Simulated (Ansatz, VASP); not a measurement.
# Ba: VASP beside Ansatz

File INCAR:

```
SYSTEM = Ba
  PREC = Accurate
  ENCUT = 520
  EDIFF = 1E-7
  ISMEAR = 0
  SIGMA = 0.1
  LREAL = .False.
  LASPH = .True.
  NELM = 100
  ALGO = Fast
  ISIF = 2
  LWAVE = .False.
  LCHARG = .True.
  GGA = PS
  LELF = .True.
  LVHAR = .True.
  NBANDS = 11
```

Contents of KPOINTS:

```
regular mesh
0
Gamma
  10 10 10
  0 0 0
```

The input POSCAR:

```
Ba
1.0
    3.9629671781      0.0000000000      0.0000000000
    0.0000000000      4.0217329412      0.0000000000
    0.0000000000      0.0000000000      3.9629671781
Ba
1
Direct
    0.0000000000      0.0000000000      0.0000000000
```

Input for Ansatz:

```yaml
crystal:
  lattice:
    - [3.9629671781, 0.0, 0.0]
    - [0.0, 4.0217329412, 0.0]
    - [0.0, 0.0, 3.9629671781]
  atoms:
    - { symbol: Ba, position: [0.0, 0.0, 0.0] }
basis:
  ecutwfc: 420
kpoints:
  mp_grid: { grid: [10, 10, 10] }
hamiltonian:
  xc: pbesol
scf:
  occupations: { method: gaussian, width: 0.1 }
output:
  forces: true
  stress: true
  eigenvalues: true
```

Alike in both runs: task single point; functional PBEsol; k mesh 10 × 10 × 10; occupations gaussian, width 0.1 eV; no spin polarisation.

|  | VASP | Ansatz |
| --- | --- | --- |
| version | VASP 6.6.1 | Ansatz 0.2.0 |
| potentials or method | VASP PAW PBE potentials, release 64 (Ba_sv) | scalar-relativistic, plane waves, PAW |
| plane-wave cutoff (eV) | 520 | 420 |
| valence electrons in the cell | 10 | 10 |

```csv
,VASP,Ansatz,Ansatz less VASP
gap on the k mesh at the Fermi level (eV),none,none,-
pressure (GPa),-0.7,-0.8,-0.10
largest component of the traceless stress (GPa),0.25,0.24,-0.008
```

A gap of «none» marks a metal or a gap that the smearing closes.

Caveats: the PAW data sets were made with another functional, which shifts forces and pressure a little (VASP). Spin-orbit coupling is left out, which matters for the levels of Ba.
